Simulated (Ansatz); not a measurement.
Property card for Zn

Computed with Ansatz 0.2.0, DFT PBE, scalar-relativistic, plane waves, PAW.

Cutoff 420 eV; k points 18×18×6 on the computed 3-atom cell (Γ-centred); Gaussian smearing, width 0.10 eV; no spin polarisation.

The structure is relaxed at this level of theory with its symmetry kept. This form isn't the element's structure at ambient conditions.

```yaml
crystal:
  lattice:
    - [2.27911, -1.31525, 0.01438]
    - [2.27911, 1.31525, 0.01438]
    - [-1.55312, 0.00000, 7.69040]
  atoms:
    - { symbol: Zn, position: [0.00000, 0.00000, 0.00000] }
    - { symbol: Zn, position: [0.22149, 0.22149, 0.66518] }
    - { symbol: Zn, position: [0.77851, 0.77851, 0.33482] }
```

Problem. Formation energy from the elements' standard states (uncorrected)?

Solution. +0.003 eV/atom.

Problem. Density of states at the Fermi level?

Solution. 0.61 states/eV per cell.

Problem. Bulk modulus?

Solution. 60 GPa.

Problem. Its pressure derivative?

Solution. 5.7.

Problem. Bader charges (e)?

Solution. Zn (1 in the cell) 0.00, Zn (2 in the cell) 0.00.